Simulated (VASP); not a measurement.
# BeTe (F-43m) in VASP: a series of runs

The runs below take BeTe through relaxation of cell and atoms, with PBEsol.

Everything below comes from runs of VASP 6.6.1. Logs are shortened: lines on timing, memory, paths and dates and some standing lists are left out, and cuts for length are marked.

**1. The crystal as given**

The structure is cubic, space group F-43m (No. 216). The conventional cell has a = 5.612 Å, b = 5.612 Å, c = 5.612 Å, α = 90.00°, β = 90.00°, γ = 90.00°. Be (site symmetry -43m) is surrounded by 4 Te at 2.43 Å. Around Te (site symmetry -43m) lie 4 Be at 2.43 Å.

**2. Relaxation of cell and atoms, PBEsol**

Input file INCAR:

```
SYSTEM = BeTe
  PREC = Accurate
  ENCUT = 600
  EDIFF = 1E-7
  ISMEAR = 0
  SIGMA = 0.03
  LREAL = .FALSE.
  LASPH = .TRUE.
  NELM = 80
  ALGO = Normal
  ISIF = 3
  LWAVE = .FALSE.
  LCHARG = .FALSE.
  GGA = PS
  IBRION = 2
  NSW = 90
  EDIFFG = -0.005
  KPAR = 4
```

Input file KPOINTS:

```
regular mesh
0
G
  8 8 8
  0 0 0
```

Input file POSCAR:

```
BeTe                                    
1.0
   -0.0000000000      2.8061350131      2.8061350131
    2.8061350131      0.0000000000      2.8061350131
    2.8061350131      2.8061350131      0.0000000000
  Be              Te            
     1     1
Direct
     0.0000000000000000    0.0000000000000000    0.0000000000000000
     0.2500000000000000    0.2500000000000000    0.2500000000000000
```

Potentials or basis: VASP PAW PBE potentials, release 64 (Be, Te).

Started as:

```sh
cat potpaw_PBE.64/Be/POTCAR potpaw_PBE.64/Te/POTCAR > POTCAR
mpirun -np 4 vasp_std > vasp.out
```

OUTCAR:

```text
SYSTEM = BeTe
   PREC = Accurate
   ENCUT = 600
   EDIFF = 1E-7
   ISMEAR = 0
   LREAL = .FALSE.
   LASPH = .TRUE.
   NELM = 80
   ISIF = 3
   GGA = PS
   IBRION = 2
   NSW = 90
   EDIFFG = -0.005

 ion  position               nearest neighbor table
   1  0.000  0.000  0.000-   2 2.43   2 2.43   2 2.43   2 2.43
   2  0.250  0.250  0.250-   1 2.43   1 2.43   1 2.43   1 2.43

  LATTYP: Found a face centered cubic cell.
 ALAT       =     5.6122700262

  Lattice vectors:

 A1 = (   0.0000000000,   2.8061350131,   2.8061350131)
 A2 = (   2.8061350131,   0.0000000000,   2.8061350131)
 A3 = (   2.8061350131,   2.8061350131,   0.0000000000)

Analysis of symmetry for initial positions (statically):
=====================================================================
 Subroutine PRICEL returns:
 Original cell was already a primitive cell.

 Routine SETGRP: Setting up the symmetry group for a
 face centered cubic supercell.

 Subroutine GETGRP returns: Found 24 space group operations
 (whereof 24 operations were pure point group operations)
 out of a pool of 48 trial point group operations.

The static configuration has the point symmetry T_d .

Analysis of symmetry for dynamics (positions and initial velocities):
=====================================================================
 Subroutine PRICEL returns:
 Original cell was already a primitive cell.

 Routine SETGRP: Setting up the symmetry group for a
 face centered cubic supercell.

 Subroutine GETGRP returns: Found 24 space group operations
 (whereof 24 operations were pure point group operations)
 out of a pool of 48 trial point group operations.

The dynamic configuration has the point symmetry T_d .

 Subroutine INISYM returns: Found 24 space group operations
 (whereof 24 operations are pure point group operations),
 and found     1 'primitive' translations

----------------------------------------------------------------------------------------

                                     Primitive cell

  volume of cell :      44.1932

  direct lattice vectors                    reciprocal lattice vectors
     0.000000000  2.806135013  2.806135013    -0.178181020  0.178181020  0.178181020
     2.806135013  0.000000000  2.806135013     0.178181020 -0.178181020  0.178181020
     2.806135013  2.806135013  0.000000000     0.178181020  0.178181020 -0.178181020

  length of vectors
     3.968474193  3.968474193  3.968474193     0.308618580  0.308618580  0.308618580

  position of ions in fractional coordinates (direct lattice)
     0.000000000  0.000000000  0.000000000
     0.250000000  0.250000000  0.250000000

  ion indices of the primitive-cell ions
   primitive index   ion index
                 1           1
                 2           2

----------------------------------------------------------------------------------------

 KPOINTS: regular mesh

Automatic generation of k-mesh.
 Grid dimensions read from file:
 generate k-points for:    8    8    8

 Generating k-lattice:

  Cartesian coordinates                     Fractional coordinates (reciprocal lattice)
    -0.022272628  0.022272628  0.022272628     0.125000000  0.000000000  0.000000000
     0.022272628 -0.022272628  0.022272628     0.000000000  0.125000000  0.000000000
     0.022272628  0.022272628 -0.022272628     0.000000000  0.000000000  0.125000000

  Length of vectors
     0.038577323  0.038577323  0.038577323

  Shift w.r.t. Gamma in fractional coordinates (k-lattice)
     0.000000000  0.000000000  0.000000000

 Subroutine IBZKPT returns following result:
 ===========================================

 Found     29 irreducible k-points:

 Following reciprocal coordinates:
            Coordinates               Weight
  0.000000  0.000000  0.000000      1.000000
  0.125000  0.000000  0.000000      8.000000
  0.250000  0.000000  0.000000      8.000000
  0.375000  0.000000  0.000000      8.000000
  0.500000  0.000000  0.000000      4.000000
  0.125000  0.125000  0.000000      6.000000
[... 16 lines left out ...]
  0.500000  0.250000  0.125000     48.000000
 -0.375000  0.250000  0.125000     24.000000
 [... further k-points ...]
   k-points           NKPTS =     29   k-points in BZ     NKDIM =     29   number of bands    NBANDS=      8
   number of dos      NEDOS =    301   number of ions     NIONS =      2
   total plane-waves  NPLWV =  32768
   dimension x,y,z NGX =    32 NGY =   32 NGZ =   32
   dimension x,y,z NGXF=    64 NGYF=   64 NGZF=   64
   ions per type =               1   1
   NGX,Y,Z   is equivalent  to a cutoff of  13.41, 13.41, 13.41 a.u.
   NGXF,Y,Z  is equivalent  to a cutoff of  26.81, 26.81, 26.81 a.u.
 SYSTEM =  BeTe
   PREC   = accura    normal or accurate (medium, high low for compatibility)
   ISTART =      0    job   : 0-new  1-cont  2-samecut
   ICHARG =      2    charge: 1-file 2-atom 10-const
   ISPIN  =      1    spin polarized calculation?
   LNONCOLLINEAR =      F non collinear calculations
   LSORBIT =      F    spin-orbit coupling
   LASPH  =      T    aspherical Exc in radial PAW
   ENCUT  =  600.0 eV  44.10 Ry    6.64 a.u.   7.93  7.93  7.93*2*pi/ulx,y,z
   NELM   =     80;   NELMIN=  2; NELMDL= -5     # of ELM steps
   EDIFF  = 0.1E-06   stopping-criterion for ELM
   LREAL  =      F    real-space projection
   EDIFFG = -.5E-02   stopping-criterion for IOM
   NSW    =     90    number of steps for IOM
   IBRION =      2    ionic relax: 0-MD 1-quasi-New 2-CG
   NFREE  =      1    steps in history (QN), initial steepest desc. (CG)
   ISIF   =      3    stress and relaxation
   ISYM   =      2    0-nonsym 1-usesym 2-fastsym
   POTIM  = 0.5000    time-step for ionic-motion
   TEBEG  =    0.0;   TEEND  =   0.0 temperature during run
   PSTRESS=    0.0 pullay stress
   NELECT =       8.0000    total number of electrons
   NUPDOWN=      -1.0000    fix difference up-down
   EMIN   =  10.00;   EMAX   =-10.00  energy-range for DOS
   EFERMI =   0.00;   METHOD = LEGACY
   ISMEAR =     0;   SIGMA  =   0.03  broadening in eV -4-tet -1-fermi 0-gaus
   EFERMI_NEDOS =   21; number of points for ismear=-14 and -15
   IALGO  =     38    algorithm
   IMIX   =      4    mixing-type and parameters
     AMIX     =   0.40;   BMIX     =  1.00
     AMIX_MAG =   1.60;   BMIX_MAG =  1.00
  volume/ion in A,a.u.               =      22.10       149.12
  Fermi-wavevector in a.u.,A,eV,Ry     =   0.926089  1.750055 11.668923  0.857642
  Thomas-Fermi vector in A             =   2.052014
   LORBIT       =      0    0 simple, 1 ext, 2 COOP (PROOUT), +10 PAW based schemes
   GGA     = PS    functional components
   LHFCALC =     F    Hartree Fock is set to
   AEXX    =    0.0000 exact exchange contribution
   IVDW    =     0    specifies the selected vdW correction
   LEPSILON=     F    determine dielectric tensor
   LRPA    =     F    only Hartree local field effects (RPA)
 conjugate gradient relaxation of ions
 non-spin polarized calculation
 Gauss-broadening in eV      SIGMA  =   0.03
  energy-cutoff  :      600.00
  volume of cell :       44.19
 maximum number of plane-waves:      1490
   NGX = 15   NGY = 15   NGZ = 15

 number of electron       8.0000000 magnetization

 Free energy of the ion-electron system (eV)
  ---------------------------------------------------
  ext. energy  EPLUGINS =         0.00000000
  ---------------------------------------------------
  free energy    TOTEN  =        -8.21599120 eV

  energy without entropy =       -8.21599120  energy(sigma->0) =       -8.21599120

 E-fermi :   5.2755     XC(G=0):  -9.2429

 val. band max:        5.1215504865   @ k =   0.0000   0.0000   0.0000
 cond. band min:       6.9494200450   @ k =   0.5000   0.5000   0.0000
 fundamental gap:      1.8278695585
 Fermi energy:         5.2755469007

 k-point     1 :       0.0000    0.0000    0.0000
  band No.  band energies     occupation
      1      -7.2808      2.00000
      2       5.1216      2.00000
      3       5.1216      2.00000
      4       5.1216      2.00000
      5       8.7120      0.00000
      6       8.7120      0.00000
      7       8.7120      0.00000
      8       8.9297      0.00000

 k-point     2 :       0.1250    0.0000    0.0000
  band No.  band energies     occupation
      1      -7.1305      2.00000
      2       3.7788      2.00000
      3       4.8809      2.00000
      4       4.8809      2.00000
      5       8.6367      0.00000
      6       9.0613      0.00000
      7       9.0613      0.00000
      8      10.2430      0.00000

 k-point     3 :       0.2500    0.0000    0.0000
  band No.  band energies     occupation
      1      -6.7150      2.00000
      2       1.7403      2.00000
      3       4.4344      2.00000
      4       4.4344      2.00000
      5       8.4160      0.00000
      6       9.5915      0.00000
      7       9.5915      0.00000
      8      12.1507      0.00000

 k-point     4 :       0.3750    0.0000    0.0000
  band No.  band energies     occupation
      1      -6.1839      2.00000
      2       0.1287      2.00000
      3       4.0924      2.00000
      4       4.0924      2.00000
      5       8.2444      0.00000
      6       9.7107      0.00000
      7       9.7107      0.00000
      8      12.8477      0.00000

 k-point     5 :       0.5000    0.0000    0.0000
  band No.  band energies     occupation
      1      -5.9051      2.00000
      2      -0.5212      2.00000
      3       3.9699      2.00000
      4       3.9699      2.00000
      5       8.1836      0.00000
      6       9.6732      0.00000
      7       9.6732      0.00000
      8      12.7840      0.00000
[... 177 lines left out ...]
 k-point    22 :       0.3750    0.2500    0.1250
  band No.  band energies     occupation
      1      -6.3711      2.00000
      2       1.4938      2.00000
      3       2.8210      2.00000
      4       3.8693      2.00000
      5       8.6611      0.00000
      6       9.9892      0.00000
      7      10.4272      0.00000
      8      11.4203      0.00000

 k-point    23 :       0.5000    0.2500    0.1250
  band No.  band energies     occupation
      1      -5.8988      2.00000
      2       0.4189      2.00000
      3       2.2782      2.00000
      4       3.4017      2.00000
      5       9.1028      0.00000
      6       9.7766      0.00000
      7      11.0102      0.00000
      8      12.0414      0.00000

 k-point    24 :      -0.3750    0.2500    0.1250
  band No.  band energies     occupation
      1      -5.6596      2.00000
      2      -0.0874      2.00000
      3       2.1697      2.00000
      4       3.1729      2.00000
      5       9.2598      0.00000
      6       9.4712      0.00000
      7      11.8103      0.00000
      8      12.8708      0.00000

 [... further k-points ...]

------------------------ aborting loop because EDIFF is reached ----------------------------------------

  FORCE on cell =-STRESS in cart. coord.  units (eV):
  Direction    XX          YY          ZZ          XY          YZ          ZX
  --------------------------------------------------------------------------------------
  -------------------------------------------------------------------------------------
  Total        0.0012281      0.0012281      0.0012281     -0.0000000      0.0000000      0.0000000
  in kB        0.0445235      0.0445235      0.0445235     -0.0000000      0.0000000      0.0000000
  external PRESSURE =       0.0445235 kB  Pullay stress =       0.0000000 kB

 VOLUME and BASIS-vectors are now :
 -----------------------------------------------------------------------------
  energy-cutoff  :      600.00
  volume of cell :       44.19
      direct lattice vectors                 reciprocal lattice vectors
     0.000000000  2.806135013  2.806135013    -0.178181020  0.178181020  0.178181020
     2.806135013  0.000000000  2.806135013     0.178181020 -0.178181020  0.178181020
     2.806135013  2.806135013  0.000000000     0.178181020  0.178181020 -0.178181020

 POSITION                                       TOTAL-FORCE (eV/Angst)
 -----------------------------------------------------------------------------------
      0.00000      0.00000      0.00000        -0.000000     -0.000000     -0.000000
      1.40307      1.40307      1.40307         0.000000      0.000000      0.000000
 -----------------------------------------------------------------------------------
    total drift:                                0.000000      0.000000      0.000000

  FREE ENERGIE OF THE ION-ELECTRON SYSTEM (eV)
  ---------------------------------------------------
  free  energy   TOTEN  =        -8.2159911962 eV

  energy  without entropy=       -8.2159911962  energy(sigma->0) =       -8.21599120

 reached required accuracy - stopping structural energy minimisation
```

Wall time 10 s (4 MPI ranks of Intel Xeon Platinum 8259CL at 2.50GHz (Skylake/Cascade Lake), shared host); peak memory 0.17 GiB.

What came out:

```
Free energy             : -8.2160 eV
Pressure after relaxing : 0.0 GPa
Band gap on the k mesh  : 1.83 eV, indirect (least direct gap 3.59 eV)
```

Final structure:
```
Be Te
1.0
     0.00000    2.80614    2.80614
     2.80614    0.00000    2.80614
     2.80614    2.80614    0.00000
Be Te
1 1
Direct
  0.00000 0.00000 0.00000
  0.25000 0.25000 0.25000
```

Caveat: the relaxation stopped at its first step, so nothing moved; the PAW data sets were made with another functional, which shifts forces and pressure a little; spin-orbit coupling is left out, which moves the levels of the heavy elements. A k mesh can miss the band edges.

(Part 1 of 2 ends here.)
